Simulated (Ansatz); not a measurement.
**GaN (model cell, started as NiAs type): a soft mode frozen in**

Aim: this structure of GaN (model cell, started as NiAs type) is to be tested for unstable modes, and one is followed downhill.

Program: Ansatz 0.2.0. Level of theory: DFT PBEsol, scalar-relativistic, plane waves, PAW; PAW set soft_1. Results are calculated unless marked as measured.

The structure was built from a prototype and need not be the compound's stable phase.

### Step 1. The starting structure

It takes space group P6_3/mmc (No. 194, hexagonal). Conventional cell: a = 2.969 Å, b = 2.969 Å, c = 5.041 Å, α = 90.00°, β = 90.00°, γ = 120.00°. Nearest to Ga lie 6 N at 2.13 Å. N has 6 Ga at 2.13 Å nearest. Farther neighbours and most contacts between anions are not listed.

### Step 2. Phonons on a q mesh

The cell comes from relaxations at this level that are not shown. Stability and thermal properties need the whole zone. Linear response on a 3×3×2 q mesh gives force constants as far as a supercell of that size would, and the tensors from the zone-centre run are typed in so that the long-range dipole term is interpolated apart.

Contents of input.yaml:

```yaml
crystal:
  lattice:
    - [2.9690603486, 0.0, 0.0]
    - [-1.4845301743, 2.5712816873, 0.0]
    - [0.0, 0.0, 5.0411260807]
  atoms:
    - { symbol: Ga, position: [0.0, 0.0, 0.0] }
    - { symbol: Ga, position: [0.0, 0.0, 0.5] }
    - { symbol: "N", position: [0.3333333333, 0.6666666667, 0.25] }
    - { symbol: "N", position: [0.6666666667, 0.3333333333, 0.75] }
kpoints:
  mp_grid: { grid: [12, 12, 8] }
hamiltonian:
  xc: pbesol
  pseudopotentials: { kind: paw, azcp: { folder: soft_1 }, xc_functional: pbe }
scf:
  occupations: { method: fixed }
output:
  eigenvalues: true
phonons:
  method: dfpt
  qmesh: [3, 3, 2]
  temperatures: { t_max: 1000, t_step: 50 }
  qpath:
    path:
      - [[0.0, 0.0, 0.0], [0.5, 0.0, 0.0], [0.33333333, 0.33333333, 0.0], [0.0, 0.0, 0.0], [0.0, 0.0, 0.5], [0.5, 0.0, 0.5], [0.33333333, 0.33333333, 0.5], [0.0, 0.0, 0.5]]
      - [[0.5, 0.0, 0.5], [0.5, 0.0, 0.0]]
      - [[0.33333333, 0.33333333, 0.5], [0.33333333, 0.33333333, 0.0]]
    npoints: 10
  non_analytic_term:
    high_frequency_dielectric_tensor: [[8.6835, 0.0, 0.0], [0.0, 8.6835, 0.0], [0.0, 0.0, 9.372]]
    born_effective_charges:
      - { species: Ga, tensor: [[3.4519, 0.0, 0.0], [0.0, 3.4519, 0.0], [0.0, 0.0, 3.7085]] }
      - { species: Ga, tensor: [[3.4519, 0.0, 0.0], [0.0, 3.4519, 0.0], [0.0, 0.0, 3.7085]] }
      - { species: "N", tensor: [[-3.4519, 0.0, 0.0], [0.0, -3.4519, 0.0], [0.0, 0.0, -3.7085]] }
      - { species: "N", tensor: [[-3.4519, 0.0, 0.0], [0.0, -3.4519, 0.0], [0.0, 0.0, -3.7085]] }
    source: "zone-centre run at this cell"
```

Run with:

```console
> ansatz run input.yaml --threads 4 --pin off --max-ram 10240MiB --backend cpu --events-out ev --progress --plain --runs-dir out
```

Numbers of over 12 decimals in the logs are rounded to 6 here.

What it wrote:

```text
Warning: phonons: the dynamical matrix that this run interpolates holds no multipole term above the dipole-dipole one, and a site of this crystal is no centre of inversion, so its interpolated transverse optical and acoustic branches and sound speeds can stay off near Gamma, and the density of states and the thermodynamics with them. What a run solves at a wave vector of phonons.qpoints, Gamma apart, where the deck admits one, is free of this, and under fd what a larger phonons.supercell samples
Engine: ansatz 0.2.0, x86_64-unknown-linux-gnu
Pseudopotentials: kind: paw
Pseudopotential: Ga, paw, valence charge 13, recommended cutoff 420 eV (normal), soft_1/Ga.paw.azcp
Pseudopotential: N, paw, valence charge 5, recommended cutoff 420 eV (normal), soft_1/N.paw.azcp
Functional definition: PBEsol
  exchange = pbesol_x
  correlation = pbesol_c
Crystal: 4 atoms, lattice volume = 38.485 Å³
Basis set: ecut = 420 eV, 737 PW (Γ), exchange–correlation on 40×40×72 points (8 copies of the dense FFT grid, shifted against one another)
Bands: 22, of which v1, the nominal top of the filled ones, is band 18 counted from 1 (17 counted from 0)
Symmetry: 24 space group operations
k-points: 95 of 1152
Non-local potential: Ga, projectors of the file, l = 0: 2, l = 1: 2, l = 2: 3, l = 3: 1
Non-local potential: N, projectors of the file, l = 0: 2, l = 1: 2, l = 2: 1
PAW form: soft (Blöchl's): semilocal exchange-correlation on the pseudo side does not see the compensation charge
PAW frozen core: Ga, regenerated for the run's functional, and the local potential with it (the file was generated under x = pbe(κ = 0.804, μ = 0.219515), c = pbe(β = 0.066725))
PAW frozen core: N, regenerated for the run's functional, and the local potential with it (the file was generated under x = pbe(κ = 0.804, μ = 0.219515), c = pbe(β = 0.066725))
PAW one-centre angular grid: Ga, 590 points (default); XC on 64 Gauss nodes
PAW one-centre angular grid: N, 110 points (default); XC on 64 Gauss nodes
Initial density: superposition of atomic densities (chi_scale 0.1, normalization cell, long waves kept (reshape's long-wave potential 0.00 eV rms))
Initial wavefunctions: pseudopotential atomic-orbital guess
Functional: x = pbesol(κ = 0.804, μ = 0.123457), c = pbesol(β = 0.046)
SCF iter   1: F=—  HF=-8244.196012 eV  |F-HF|=—  |Δ(HF+E_count)|=         —  Δρ=1.06e-1  dr2=2.83e0  ethr=3.10e-3  ⟨swp⟩=4.0  Hψ=7361  notcnv=0  defer=44
preconditioner: auto → none  [insulator: Δε(μ)=2.155 eV  Ē_g=16.953 eV  n_scr=10 (ndim 8)  ℏωp=35.9 eV  f_vac=0.000  ε∞_Penn≈5.5]
SCF iter   2: F=—  HF=-8243.572326 eV  |F-HF|=—  |Δ(HF+E_count)|=   6.24e-1  Δρ=5.52e-2  dr2=5.87e-1  ethr=3.10e-3  ⟨swp⟩=2.0  Hψ=3883  notcnv=0  defer=91
SCF iter   3: F=—  HF=-8243.452878 eV  |F-HF|=—  |Δ(HF+E_count)|=   1.19e-1  Δρ=2.01e-2  dr2=7.39e-2  ethr=1.63e-3  ⟨swp⟩=2.0  Hψ=3105  notcnv=0  defer=168
SCF iter   4: F=—  HF=-8243.443109 eV  |F-HF|=—  |Δ(HF+E_count)|=   9.77e-3  Δρ=1.31e-2  dr2=2.51e-2  ethr=2.05e-4  ⟨swp⟩=2.0  Hψ=4218  notcnv=0  defer=188
SCF iter   5: F=—  HF=-8243.435864 eV  |F-HF|=—  |Δ(HF+E_count)|=   7.24e-3  Δρ=2.87e-3  dr2=1.23e-3  ethr=6.97e-5  ⟨swp⟩=2.0  Hψ=3797  notcnv=0  defer=185
SCF iter   6: F=—  HF=-8243.435539 eV  |F-HF|=—  |Δ(HF+E_count)|=   3.25e-4  Δρ=2.70e-4  dr2=1.05e-5  ethr=3.42e-6  ⟨swp⟩=2.0  Hψ=3949  notcnv=0  defer=182
SCF iter   7: F=—  HF=-8243.435540 eV  |F-HF|=—  |Δ(HF+E_count)|=   1.52e-6  Δρ=1.95e-5  dr2=5.29e-8  ethr=2.93e-8  ⟨swp⟩=2.2  Hψ=3800  notcnv=0
SCF iter   8: F=—  HF=-8243.435540 eV  |F-HF|=—  |Δ(HF+E_count)|=   7.64e-9  Δρ=7.64e-7  dr2=9.18e-11  ethr=1.47e-10  ⟨swp⟩=2.0  Hψ=3772  notcnv=0
SCF iter   9: F=-8243.435540 eV  HF=-8243.435540 eV  |F-HF|=3.64e-12  |Δ(HF+E_count)|=  2.91e-11  Δρ=5.48e-8  dr2=4.88e-13  ethr=1.00e-12  ⟨swp⟩=5.4  Hψ=9777  notcnv=0
SCF 1 converged in 9 iterations: F = -8243.435540 eV  dr2 = 4.88e-13
  greatest PAW one-centre occupation: 0.997 electrons in one spin orbital (limit 2), on the Ga atom at site 1 (counted from 0), in its partial waves of l = 2
NSCF: frozen V_eff on 95 k-points
NSCF: frozen V_eff on 320 k-points
DFPT response loops at q = (0, 0, 0) (fractional): preconditioner auto → Resta (q_TF=auto, 2.698 Å⁻¹)  ε∞=7.0 (no band partly filled); β = 1.00, the filter's whole step (`scf.mixing.beta` (0.50) is not read by the response loops at its default; to damp them type it under 1.00, their step now; it binds the ground state too); Broyden in place of MSR1
NSCF: frozen V_eff on 640 k-points
DFPT response loops at q = (0, 0, -0.5) (fractional): mixed as the last ones told, above
NSCF: frozen V_eff on 1248 k-points
DFPT response loops at q = (0, 0.333333, 0) (fractional): mixed as the last ones told, above
NSCF: frozen V_eff on 1248 k-points
DFPT response loops at q = (0, 0.333333, -0.5) (fractional): mixed as the last ones told, above
NSCF: frozen V_eff on 1176 k-points
DFPT response loops at q = (0.333333, 0.333333, 0) (fractional): mixed as the last ones told, above
NSCF: frozen V_eff on 1176 k-points
DFPT response loops at q = (0.333333, 0.333333, -0.5) (fractional): mixed as the last ones told, above
SCF converged after 9 iterations
Free energy (F): -8243.435540 eV
Harris-Foulkes:  -8243.435540 eV  (|F-HF|=3.64e-12)
Internal energy: -8243.435540 eV  (E = F + TS)
E sigma→0 (E₀):  -8243.435540 eV
Fermi energy:    12.797996 eV
--- Per-component energies (eV) ---
  E_band       = 75.435226
  E_kinetic    = 481.631884
  E_local      = -2348.977359  (includes V_loc(G=0)·N_el)
  E_nonlocal   = -104.231135
  E_hartree    = 1594.596101
  E_xc         = -242.579161
  E_vxc        = -261.556755  (∫ρ·V_xc dr)
  E_paw        = -4165.264696  (= ΣΔE_a)
  E_vpaw       = -880.624594  (= ΣTr[D̂ρ^β])
  E_aug_tail   = 0.001019  (compensation charges beyond the density's cutoff)
  E_ewald      = -3460.394348
  E_core_change = 1.782156  (= ΣΔE_core)
  E_smearing   = -0.000000  (= −TS)
  E_closure    = 0.000000  (closes the sum)
  Σ components = -8243.435540   (vs F -8243.435540, Δ=0.00e0)
--- Band table (eV; the first three rows and the last of 95) ---
  k-point 0: bands = [... 14 lower, 12.2336, 12.2336, 12.6852, 12.6852, 14.4091, 17.3067, 21.9797, 23.1224]
  k-point 1: bands = [... 14 lower, 12.2555, 12.2555, 12.6725, 12.6725, 14.8784, 17.3395, 21.9030, 23.1398]
  k-point 2: bands = [... 14 lower, 12.3154, 12.3154, 12.6344, 12.6344, 15.7306, 17.3995, 21.7447, 23.2141]
  k-point 94: bands = [... 14 lower, 7.0539, 7.0539, 12.0211, 12.0211, 18.0832, 18.0832, 18.3613, 18.3613]
--- Phonons (Γ-DFPT): 4 representative perturbations + reference (Σ response iterations 13) ---
  ASR residual: 2.972e-5 → 0.000e0 eV/Å²; symmetrization residual: 4.045e-7 eV/Å²
  ASR residual per site (eV/Å²): 2.97e-5 2.97e-5 7.97e-6 7.97e-6
  Γ frequencies (cm⁻¹): -19.72 -19.72 0.00 0.00 0.00 203.12 308.92 308.92 404.57 404.57 418.06 597.61
--- Phonons (arbitrary-q DFPT): 6 irreducible q on the 3×3×2 mesh ---
  q = [0.0000, 0.0000, 0.0000] (star 1, of the zone-centre solve; hermiticity 3.47e-8, symmetrization 1.76e-12): -19.72 -19.72 -0.00 -0.00 0.00 203.12 308.92 308.92 404.57 404.57 418.06 597.61
  q = [0.0000, 0.0000, -0.5000] (star 1, 4 solved perturbations in 761 linear systems a pass and spin channel, the states on 320 of 1152 k-point pairs; hermiticity 1.45e-8, symmetrization 2.64e-12): 10.73 10.73 10.73 10.73 284.58 284.58 358.97 358.97 358.97 358.97 608.36 608.36
  q = [0.0000, 0.3333, 0.0000] (star 6, 6 solved perturbations in 3042 linear systems a pass and spin channel, the states on 624 of 1152 k-point pairs; hermiticity 6.18e-8, symmetrization 2.98e-9): 48.70 103.18 123.15 174.54 214.01 266.18 333.12 335.95 463.25 518.26 554.53 619.57
  q = [0.0000, 0.3333, -0.5000] (star 6, 6 solved perturbations in 3042 linear systems a pass and spin channel, the states on 624 of 1152 k-point pairs; hermiticity 3.42e-8, symmetrization 1.49e-8): 115.26 115.26 210.72 210.72 250.36 250.36 372.18 372.18 415.34 415.34 596.48 596.48
  q = [0.3333, 0.3333, 0.0000] (star 2, 4 solved perturbations in 1345 linear systems a pass and spin channel, the states on 588 of 1152 k-point pairs; hermiticity 4.59e-5, symmetrization 1.21e-5): 57.67 174.61 174.61 240.95 240.95 301.23 371.49 371.49 455.05 567.41 571.74 571.74
  q = [0.3333, 0.3333, -0.5000] (star 2, 4 solved perturbations in 1345 linear systems a pass and spin channel, the states on 588 of 1152 k-point pairs; hermiticity 2.93e-5, symmetrization 4.44e-6): 186.73 186.73 220.32 220.32 235.27 235.27 248.61 248.61 529.70 529.70 584.09 584.09
  sum rule: each row above includes the acoustic sum rule's correction from the zone centre's row sums; it moved no ω² by more than (0.39 cm⁻¹)²
  mesh force constants: q→R imaginary residual 1.09e-16; ASR residual 2.972e-5 → 0.000e0 eV/Å²; symmetrization residual 1.421e-14 eV/Å²
  interpolated dispersion: 94 rows × 12 modes
  density of states and harmonic sums: on the 24×24×12 q-mesh, interpolated from the force constants of a 3×3×2 supercell (with the dipole–dipole term of supplied tensors)
  largest difference from the sums on the solved wave vectors: F 7.01e-3 eV, S 2.95e-5 and C_V 2.20e-5 eV/K
  zero-point energy: 0.238020 eV/cell   skipped modes (ω ≤ 0): 26, of them read as no rigid motion or as one in doubt: 23 (1.910e-2 modes/cell left out, lowest -19.72 cm⁻¹)   left out of the sums: 1.63e-3 of the cell's modes: C_V's classical limit lies that fraction below 3 k_B per atom; for a crystal, a wire or a layer, F and S can be off by more, and a phonons.interpolated_qmesh denser along its periods is the remedy for the sampling
```

The job ended after 3 min (4 threads of AMD EPYC 7R13 (Zen 3), shared host; peak memory 1.8 GiB; 11 min of CPU time).

Numbers from this step:

```
gap on the k-mesh                                       : 1.211 eV
volume per atom                                         : 9.621 Å³
sum-rule residual before enforcement                    : 2.97e-5 eV/Å²
lowest frequency on the path                            : -19.72 cm⁻¹
point group                                             : 6/mmm
highest frequency on the path or at a solved wavevector : 629.5 cm⁻¹
highest optical mode at the zone centre (no LO-TO term) : 597.6 cm⁻¹
lowest optical zone-centre mode                         : -19.72 cm⁻¹
lowest mode on the q mesh (acoustic modes at Γ apart)   : -19.72 cm⁻¹
```

Frequencies (cm⁻¹) solved at each irreducible wavevector; negative means imaginary. Frequencies by wavevector, by row:

| q in reciprocal lattice units | star | mode 1 | mode 2 | mode 3 | mode 4 | mode 10 | mode 11 | mode 12 |
| --- | --- | --- | --- | --- | --- | --- | --- | --- |
| 0 0 0 | 1 | -19.7 | -19.7 | 0 | 0 | 404.6 | 418.1 | 597.6 |
| 0 0 -0.5 | 1 | 10.7 | 10.7 | 10.7 | 10.7 | 359 | 608.4 | 608.4 |
| 0 0.3333 0 | 6 | 48.7 | 103.2 | 123.2 | 174.5 | 518.3 | 554.5 | 619.6 |
| 0 0.3333 -0.5 | 6 | 115.3 | 115.3 | 210.7 | 210.7 | 415.3 | 596.5 | 596.5 |
| 0.3333 0.3333 0 | 2 | 57.7 | 174.6 | 174.6 | 240.9 | 567.4 | 571.7 | 571.7 |
| 0.3333 0.3333 -0.5 | 2 | 186.7 | 186.7 | 220.3 | 220.3 | 529.7 | 584.1 | 584.1 |

Interpolated from a 3×3×2 q mesh, rough between the solved points, with the LO-TO term (at Γ the limit along the path; where Γ stands inside the path, tables give the limit on arrival). The phonon branches at the labelled points (cm⁻¹):

| point | branch 1 | branch 2 | branch 3 | branch 4 | branch 9 | branch 10 | branch 11 | branch 12 |
| --- | --- | --- | --- | --- | --- | --- | --- | --- |
| Γ | -20 | -20 | 0 | 0 | 405 | 418 | 598 | 630 |
| halfway | 30 | 83 | 109 | 143 | 439 | 509 | 554 | 622 |
| M | 55 | 121 | 128 | 202 | 451 | 491 | 601 | 615 |
| halfway | 56 | 139 | 172 | 196 | 432 | 519 | 586 | 605 |
| K | 58 | 175 | 175 | 241 | 455 | 567 | 572 | 572 |
| halfway | 40 | 96 | 134 | 156 | 444 | 530 | 539 | 616 |
| Γ | -20 | -20 | 0 | 0 | 405 | 418 | 598 | 630 |
| halfway | -15 | -15 | 12 | 12 | 392 | 392 | 604 | 605 |
| A | 11 | 11 | 11 | 11 | 359 | 359 | 608 | 608 |
| halfway | 94 | 94 | 179 | 179 | 395 | 395 | 589 | 589 |
| L | 134 | 134 | 216 | 216 | 438 | 438 | 611 | 611 |
| halfway | 160 | 160 | 217 | 217 | 484 | 484 | 601 | 601 |
| H | 187 | 187 | 220 | 220 | 530 | 530 | 584 | 584 |
| halfway | 115 | 115 | 192 | 192 | 422 | 422 | 588 | 588 |
| A | 11 | 11 | 11 | 11 | 359 | 359 | 608 | 608 |
| jump to L | 134 | 134 | 216 | 216 | 438 | 438 | 611 | 611 |
| halfway | 126 | 131 | 132 | 218 | 408 | 478 | 602 | 618 |
| M | 55 | 121 | 128 | 202 | 451 | 491 | 601 | 615 |
| jump to H | 187 | 187 | 220 | 220 | 530 | 530 | 584 | 584 |
| halfway | 129 | 181 | 181 | 241 | 481 | 560 | 580 | 580 |
| K | 58 | 175 | 175 | 241 | 455 | 567 | 572 | 572 |

Symmetry leaves 6 wavevectors to solve. The lowest mode among them, the acoustic zeros apart, lies at Γ and is imaginary, 19.7i cm⁻¹, so the energy falls along it.

### Step 3. The mode frozen in, largest atomic shift 0 Å

The mode followed lies at Γ with frequency 19.7i cm⁻¹ and is 2-fold degenerate, the softest among the wavevectors solved. At small amplitude the distorted cell has space group no. 20 by a symmetry search on the positions. The undistorted cell that holds it gives the zero of energy on the same k mesh.

input.yaml, the sections that differ from step 2:

```yaml
scf:
  occupations: { method: gaussian, width: 0.02 }
output:
  forces: true
  stress: true
  eigenvalues: true
# crystal, kpoints, hamiltonian: as in step 2
# phonons: removed
```

What it wrote:

```text
[...]
Crystal: 4 atoms, lattice volume = 38.485 Å³
Basis set: ecut = 420 eV, 737 PW (Γ), exchange–correlation on 40×40×72 points (8 copies of the dense FFT grid, shifted against one another)
Bands: 22, of which v1, the nominal top of the filled ones, is band 18 counted from 1 (17 counted from 0)
Symmetry: 24 space group operations
[...]
k-points: 95 of 1152
[...]
--- Band table (eV; the first three rows and the last of 95) ---
  k-point 0: bands = [... 14 lower, 12.2336, 12.2336, 12.6852, 12.6852, 14.4091, 17.3067, 21.9797, 23.1224]
  k-point 1: bands = [... 14 lower, 12.2555, 12.2555, 12.6725, 12.6725, 14.8784, 17.3395, 21.9030, 23.1398]
  k-point 2: bands = [... 14 lower, 12.3154, 12.3154, 12.6344, 12.6344, 15.7306, 17.3995, 21.7447, 23.2141]
  k-point 94: bands = [... 14 lower, 7.0539, 7.0539, 12.0210, 12.0210, 18.0832, 18.0832, 18.3613, 18.3613]
[key lines of the parts left out:]
SCF converged after 7 iterations
Free energy (F): -8243.435540 eV
Fermi energy:    13.403568 eV
P = ⅓ Tr σ = 0.0072 GPa (0.072 kbar)
```

Elapsed: 1 s, on 4 threads; peak memory 0.41 GiB.

Numbers from this step:

| Quantity | Value |
| --- | --- |
| pressure | 0.007247 GPa |
| energy from the undistorted cell | 0 meV/atom |

At this level the gap is 1.21 eV on the k-mesh of the self-consistent run, which can miss the band edges.

### Step 4. The mode frozen in, largest atomic shift 0.08 Å

The atoms are moved along the unstable eigenvector, the largest shift by 0.08 Å, with the cell fixed.

Edit input.yaml of step 3 so:

```diff
@@ -6,4 +6,4 @@
   atoms:
-    - { symbol: Ga, position: [0.0, 0.0, 0.0] }
-    - { symbol: Ga, position: [0.0, 0.0, 0.5] }
+    - { symbol: Ga, position: [0.0269445517, 0.0, 0.0] }
+    - { symbol: Ga, position: [-0.0269445517, 0.0, 0.5] }
     - { symbol: "N", position: [0.3333333333, 0.6666666667, 0.25] }
```

What it wrote:

```text
[...]
Crystal: 4 atoms, lattice volume = 38.485 Å³
Basis set: ecut = 420 eV, 737 PW (Γ), exchange–correlation on 40×40×72 points (8 copies of the dense FFT grid, shifted against one another)
Bands: 22, of which v1, the nominal top of the filled ones, is band 18 counted from 1 (17 counted from 0)
Symmetry: 4 space group operations
[...]
k-points: 215 of 1152 (time reversal used)
[...]
--- Band table (eV; the first three rows and the last of 215) ---
  k-point 0: bands = [... 14 lower, 12.2391, 12.2533, 12.6659, 12.6675, 14.3995, 17.3357, 21.9137, 23.1355]
  k-point 1: bands = [... 14 lower, 12.2599, 12.2729, 12.6533, 12.6541, 14.8672, 17.3658, 21.8449, 23.1531]
  k-point 2: bands = [... 14 lower, 12.3168, 12.3265, 12.6171, 12.6183, 15.7167, 17.4171, 21.7062, 23.2279]
  k-point 214: bands = [... 14 lower, 8.2321, 8.2321, 11.5637, 11.5637, 17.4363, 17.4363, 19.9629, 19.9629]
[key lines of the parts left out:]
SCF converged after 7 iterations
Free energy (F): -8243.435735 eV
Fermi energy:    13.403704 eV
P = ⅓ Tr σ = 0.4953 GPa (4.953 kbar)
```

It took 3 s on 4 threads; peak memory 0.52 GiB.

This step gave:

| Quantity | Value |
| --- | --- |
| pressure | 0.4953 GPa |
| gap on the k-mesh | 1.224 eV |
| energy from the undistorted cell | -0.049 meV/atom |

The energy, extrapolated to zero smearing, is -0.05 meV/atom against the undistorted cell.

The run ends at a pressure of 0.50 GPa, with forces up to 0.060 eV/Å.

### Step 5. Energy along the mode, all amplitudes (two of the runs are shown above)

An imaginary frequency means negative curvature, so the energy should fall and then rise again as anharmonic terms take over.

Numbers from this step:

```
depth at the lowest point sampled  : 0.049 meV/atom
largest atomic shift at that point : 0.08 Å
```

Energy from the parent against largest atomic shift:

| largest atomic shift (Å) | energy from the parent (meV/atom) |
| --- | --- |
| 0.0000 | 0 |
| 0.0400 | -0.033 |
| 0.0800 | -0.049 |
| 0.1400 | 0.537 |
| 0.2200 | 4.88 |

Displacement at unit largest shift by atom:

| atom | x (Å) | y (Å) | z (Å) | size |
| --- | --- | --- | --- | --- |
| Ga1 | 1.00 | 0.00 | 0.00 | 1.00 |
| Ga2 | -1.00 | 0.00 | 0.00 | 1.00 |
| N3 | 0.00 | 0.00 | 0.00 | 0.00 |
| N4 | 0.00 | 0.00 | 0.00 | 0.00 |

The lowest of the steps tried is at 0.08 Å, 0.049 meV/atom below the parent; the bottom of the well need not coincide with a step.

(Continued in part 2 of 3.)

[Logs are printed without paths, hosts, clocks, repeated set-up lines and the standing remarks that a program may print on its own settings, such as how far it seeks lower states.]

[Hosts, paths, dates, database ids (printed as entryN), source tags and the programs' standing remarks are cut or masked in the printed files.]
